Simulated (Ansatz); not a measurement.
MnSi:

```
Mn Si
1.0
     3.07218    0.00000    0.00000
     0.00000    3.07218    0.00000
     0.00000    0.00000    3.07218
Mn Si
1 1
Cartesian
  0.0000 0.0000 0.0000
  1.5361 1.5361 1.5361
```

The cell was built by a generator and needn't be a form met in nature.

| Item | Value |
| --- | --- |
| Program | Ansatz 0.2.0 |
| Task | relaxation of cell and atoms |
| Functional | HSE06 |
| Potentials or basis | Ansatz PAW |
| Cutoff | 420 eV (not typed: the program's choice for these potentials) |
| k mesh | 5 × 5 × 5 |
| Occupations | fermi-dirac, width 0.05 eV |
| Spin | collinear spin, ferromagnetic start |
| Starting moments | [4.0, 0.0] μB |

At the start: volume 14.50 Å³/atom.

Question: How do energy, volume and symmetry change on relaxing?

Answer: It ends after 4 steps and the volume is 15.17 Å³/atom (+4.7 %); space group Pm-3m (No. 221, to 0.05 Å); moment 3.88 μB per cell.

The path:
| step | energy change (eV) | largest force (eV/Å) | volume (Å³) |
| --- | --- | --- | --- |
| 1 | 0.0000 | 0.0000 | 29.00 |
| 2 | -0.0181 | 0.0000 | 30.17 |
| 3 | -0.0183 | 0.0000 | 30.35 |
| 4 | -0.0195 | 0.0000 | 30.35 |

Final structure:
```xyz
2
Lattice="3.1192 0.0000 0.0000 0.0000 3.1192 0.0000 0.0000 0.0000 3.1192" Properties=species:S:1:pos:R:3 pbc="T T T"
Mn    0.0000    0.0000    0.0000
Si    1.5596    1.5596    1.5596
```

Caveat: the k mesh is coarse (spacing up to 0.41 Å⁻¹), so the values aren't converged, least of all with exact exchange; the magnetic or orbital state may not be the lowest; the plane-wave basis is chosen anew once the cell has moved, so the energies of steps on either side of that aren't comparable; the PAW data sets come from PBE, with cores solved anew for the run's functional, which leaves a small shift of forces and pressure.
